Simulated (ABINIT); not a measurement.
ZnO (zincite):

```
Zn O
1.0
     3.24931    0.00000    0.00000
    -1.62465    2.81398    0.00000
     0.00000    0.00000    5.20571
Zn O
2 2
Direct
  0.66667 0.33333 0.00000
  0.33333 0.66667 0.50000
  0.33333 0.66667 0.87901
  0.66667 0.33333 0.37901
```

Base run:

- Program: ABINIT 10.8.3 (patched build)
- Functional: PBEsol
- Potentials or basis: PseudoDojo NC SR PBEsol v0.4.1 standard
- Cutoff: 1034 eV
- k mesh: 7 × 7 × 4
- Occupations: fermi-dirac, width 0.05 eV
- Spin: no spin polarisation

Its results: band gap on the k mesh 0.76 eV, direct; largest force 0.062 eV/Å.

Task: The run is repeated on the same cell with these changes: potentials or basis from PseudoDojo NC SR PBEsol v0.4.1 standard to JTH PAW PBE v2.0; cutoff from 1034 eV to 517 eV; valence electrons from 52 to 36. What comes out?

Result: Band gap on the k mesh 0.68 eV, direct; largest force 0.064 eV/Å.

Caveats: the PAW data sets were made with another functional, which shifts forces and pressure a little (some runs).

